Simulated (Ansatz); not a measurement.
Crystal: AlN.

```
Al N
1.0
     3.11300    0.00000    0.00000
    -1.55650    2.69594    0.00000
     0.00000    0.00000    4.98100
Al N
2 2
Direct
  0.66667 0.33333 0.50000
  0.33333 0.66667 0.00000
  0.66667 0.33333 0.88000
  0.33333 0.66667 0.38000
```

A run of Ansatz 0.2.0 on this cell left the log below. Logs are shortened: lines on timing, memory, paths and dates and some standing lists are left out, and cuts for length are marked.

```text
Warning: RAYON_NUM_THREADS=2 ignored (pool sized by the plan → 2); use --threads N
Engine: ansatz 0.2.0, x86_64-unknown-linux-gnu
Pseudopotentials: kind: paw
Pseudopotential: Al, paw, valence charge 3, recommended cutoff 420 eV (normal), Al.paw.azcp
Pseudopotential: N, paw, valence charge 5, recommended cutoff 420 eV (normal), N.paw.azcp
Functional definition: PBE
  parameter kappa = 0.804
  parameter beta = 0.06672455060314922
  exchange = pbe_x(kappa = kappa, mu = beta*pi^2/3)
  correlation = pbe_c(beta = beta)
Crystal: 4 atoms, lattice volume = 41.803 Å³
Basis set: ecut = 420 eV, 809 PW (Γ), exchange–correlation on 48×48×72 points (8 copies of the dense FFT grid, shifted against one another)
Bands: 12, of which v1, the nominal top of the filled ones, is band 8 counted from 1 (7 counted from 0)
Symmetry: 12 space group operations
k-points: 172 of 600 (irreducible under 2 space group operations, time reversal used)
Non-local potential: Al, projectors of the file, l = 0: 2, l = 1: 2, l = 2: 1
Non-local potential: N, projectors of the file, l = 0: 2, l = 1: 2, l = 2: 1
PAW form: soft (Blöchl's): semilocal exchange-correlation on the pseudo side does not see the compensation charge
PAW one-centre angular grid: Al, 110 points (default); XC on 64 Gauss nodes
PAW one-centre angular grid: N, 110 points (default); XC on 64 Gauss nodes
Initial density: superposition of atomic densities (neutral atoms: chi_scale 0, normalization atom), corrected by the library's trained network
Initial wavefunctions: pseudopotential atomic-orbital guess
Functional: x = pbe(κ = 0.804, μ = 0.2195149727645171), c = pbe(β = 0.06672455060314922)
SCF iter   1: F=—  HF=-1848.497435 eV  |F-HF|=—  |Δ(HF+E_count)|=         —  Δρ=8.36e-4  dr2=1.46e-4  ethr=1.77e-3  ⟨swp⟩=5.1  Hψ=11454  notcnv=0  defer=317
preconditioner: auto → none  [insulator: Δε(μ)=4.209 eV  Ē_g=13.125 eV  n_scr=2 (ndim 8)  ℏωp=23.0 eV  f_vac=0.000  ε∞_Penn≈4.1]
SCF iter   2: F=—  HF=-1848.497710 eV  |F-HF|=—  |Δ(HF+E_count)|=   2.75e-4  Δρ=4.34e-4  dr2=2.45e-5  ethr=9.13e-7  ⟨swp⟩=2.3  Hψ=5128  notcnv=0  defer=344
SCF iter   3: F=—  HF=-1848.497772 eV  |F-HF|=—  |Δ(HF+E_count)|=   6.18e-5  Δρ=1.93e-4  dr2=5.92e-6  ethr=1.53e-7  ⟨swp⟩=2.0  Hψ=3096  notcnv=0  defer=107
SCF iter   4: F=—  HF=-1848.497789 eV  |F-HF|=—  |Δ(HF+E_count)|=   1.73e-5  Δρ=1.38e-5  dr2=3.41e-8  ethr=3.70e-8  ⟨swp⟩=2.0  Hψ=3438  notcnv=0  defer=15
SCF iter   5: F=—  HF=-1848.497790 eV  |F-HF|=—  |Δ(HF+E_count)|=   8.52e-7  Δρ=3.39e-6  dr2=1.97e-9  ethr=2.13e-10  ⟨swp⟩=2.5  Hψ=3478  notcnv=0  defer=6
SCF iter   6: F=-1848.497790 eV  HF=-1848.497790 eV  |F-HF|=3.39e-11  |Δ(HF+E_count)|=   4.22e-9  Δρ=3.55e-7  dr2=2.45e-11  ethr=1.00e-12  ⟨swp⟩=2.2  Hψ=9334  notcnv=0
SCF 1 converged in 6 iterations: F = -1848.497790 eV  dr2 = 2.45e-11
  greatest PAW one-centre occupation: 0.788 electrons in one spin orbital (limit 2), on the N atom at site 2 (counted from 0), in its partial waves of l = 0
NSCF: frozen V_eff on 2 k-points
[... 17 lines left out ...]
Harris-Foulkes:  -1848.497790 eV  (|F-HF|=3.39e-11)
Internal energy: -1848.497790 eV  (E = F + TS)
E sigma→0 (E₀):  -1848.497790 eV
Fermi energy:    7.119554 eV
--- Per-component energies (eV) ---
  E_band       = 30.374978
  E_kinetic    = 318.953808
  E_local      = -448.269751  (includes V_loc(G=0)·N_el)
  E_nonlocal   = 110.843846
  E_hartree    = 155.685229
  E_xc         = -203.726102
  E_vxc        = -215.995479  (∫ρ·V_xc dr)
  E_paw        = -1190.321745  (= ΣΔE_a)
  E_vpaw       = -46.528145  (= ΣTr[D̂ρ^β])
  E_aug_tail   = 0.000194  (compensation charges beyond the density's cutoff)
  E_ewald      = -591.663270
  E_smearing   = -0.000000  (= −TS)
  E_closure    = 0.000000  (closes the sum)
  Σ components = -1848.497790   (vs F -1848.497790, Δ=0.00e0)
--- Band table (eV; the first three rows and the last of 172) ---
  k-point 0: bands = ["-8.0267", "-5.8835", "1.1562", "6.2905", "6.2905", "6.9399", "6.9399", "7.1196", "11.3323", "13.7884", "17.7301", "18.2932"]
  k-point 1: bands = ["-7.9204", "-6.0902", "1.5255", "6.3320", "6.3320", "6.5210", "6.8938", "6.8938", "11.8238", "13.8548", "17.5576", "18.2601"]
  k-point 2: bands = ["-7.6125", "-6.5824", "2.4942", "5.2378", "6.4457", "6.4457", "6.7702", "6.7702", "12.7746", "13.9124", "17.2871", "18.3045"]
  k-point 171: bands = ["-6.0980", "-5.3560", "2.2560", "2.7917", "3.9951", "4.4241", "5.3090", "6.0069", "13.0295", "14.5811", "15.7958", "16.9296"]
--- Dielectric response (ions clamped): 3 representative field directions + reference, inside a basis on a mesh of 600 k-points (Σ response iterations 15) ---
  ε∞ (high-frequency dielectric tensor):
        4.446527    -0.000000     0.000000
       -0.000000     4.446527     0.000000
        0.000000     0.000000     4.645694
  Born effective charges Z* (e; rows j = field, columns β = displacement):
    site 0:
         2.52801   -0.00000    0.00000
        -0.00000    2.52801   -0.00000
         0.00000   -0.00000    2.68170
    site 1:
         2.52801   -0.00000    0.00000
        -0.00000    2.52801    0.00000
         0.00000    0.00000    2.68170
    site 2:
        -2.52801    0.00000   -0.00000
         0.00000   -2.52801    0.00000
        -0.00000    0.00000   -2.68170
    site 3:
        -2.52801    0.00000    0.00000
         0.00000   -2.52801   -0.00000
         0.00000   -0.00000   -2.68170
  Z* charge neutrality: 2.022e-3 e pre-enforcement
  solved inside a basis spanned on kpoints, on 10×10×6 k-points, its susceptibility summed on 16×16×10: ε∞ is read to err by 1.4e-2, Z* by 1.1e-2 e (field_mesh: kpoints solves on kpoints); Z* is corrected for what the basis lacks
```

What input gives this log?

Born charges and dielectric tensor with PBE, no spin polarisation. The files as run (others can give the same):

input.yaml
```yaml
crystal:
  lattice:
    - [3.113, 0.0, 0.0]
    - [-1.5565, 2.695937082, 0.0]
    - [0.0, 0.0, 4.981]
  atoms:
    - { symbol: Al, position: [0.6666666667, 0.3333333333, 0.5] }
    - { symbol: Al, position: [0.3333333333, 0.6666666667, 0.0] }
    - { symbol: "N", position: [0.6666666667, 0.3333333333, 0.88] }
    - { symbol: "N", position: [0.3333333333, 0.6666666667, 0.38] }
hamiltonian:
  xc: pbe
  pseudopotentials: { kind: paw }
kpoints:
  mp_grid: { grid: [10, 10, 6] }
scf:
  occupations: { method: fixed }
output:
  eigenvalues: true
dielectric:
  method: response
```

Potentials or basis: Ansatz PAW.
Run with:
```bash
$ ansatz run input.yaml --threads 2 --pin off --max-ram 5120MiB --backend cpu --events-out ev --progress --plain --runs-dir out
```
